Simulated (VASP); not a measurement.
**Moving the Hubbard U on Ti d in TiTe**

```cif
data_structure
_symmetry_space_group_name_H-M 'P 1'
_symmetry_Int_Tables_number 1
_cell_length_a 4.3134
_cell_length_b 4.3134
_cell_length_c 4.3134
_cell_angle_alpha 60.000
_cell_angle_beta 60.000
_cell_angle_gamma 60.000
_cell_volume 56.75
loop_
_atom_site_label
_atom_site_type_symbol
_atom_site_fract_x
_atom_site_fract_y
_atom_site_fract_z
_atom_site_occupancy
Ti1 Ti 0.50000 0.50000 0.50000 1
Te1 Te 0.00000 0.00000 0.00000 1
```

The cell comes from a database or a generator and needn't be the stable form of this composition.

Kept alike: task single point; functional r2SCAN; k mesh 8 × 8 × 8; occupations fermi-dirac, width 0.05 eV; no spin polarisation. Program: VASP, PBE PAW files Te, Ti_sv, 520 eV. The mesh is that of the run's cell of 2 atoms. No spin-orbit coupling.

```tsv
Hubbard U on Ti d, U (eV)	pressure (GPa)
2	-10.42
3	?
4	-9.48
5	-9.08
6	-8.71
8	-7.99
```

Pressure is positive in compression; the values hold the error of the finite cutoff, so their zero can differ a little from the energy's minimum. U acts here on a shell without spin polarisation. How U acts hangs on the program's projectors. All rows use potentials made for PBE. U enters in Dudarev's form.

Q: Fit the rows shown and predict the run at 3 eV.

A: A least-squares parabola through the rows shown is pressure = -0.01381 U² + 0.5411 U - 11.441 (largest miss 0.018); at U = 3 it gives -9.94 GPa. The run gave: pressure -9.91 GPa.

The pressure is negative in every row, so at each U the cell is stretched and would contract if its volume were free to relax. Raising U steadily weakens that pull, from -10.42 GPa at 2 eV to -7.99 GPa at 8 eV, which means the preferred volume moves up towards the fixed one without reaching it.

The likely reason lies in the partly filled Ti d shell. The correction penalises fractional d occupations, which arise from Ti d–Te p mixing and from metallic d–d overlap. Expansion reduces this mixing and with it the penalty, so U adds an outward push. The gain per eV shrinks along the series, probably because the d occupations adjust and leave less mixing to penalise.

The run at 3 eV falls close to the parabola and keeps to this pattern, which suggests that the same electronic solution evolves smoothly rather than switching to another. That smoothness makes interpolation safe, but it gives no ground for preferring any one U for TiTe.
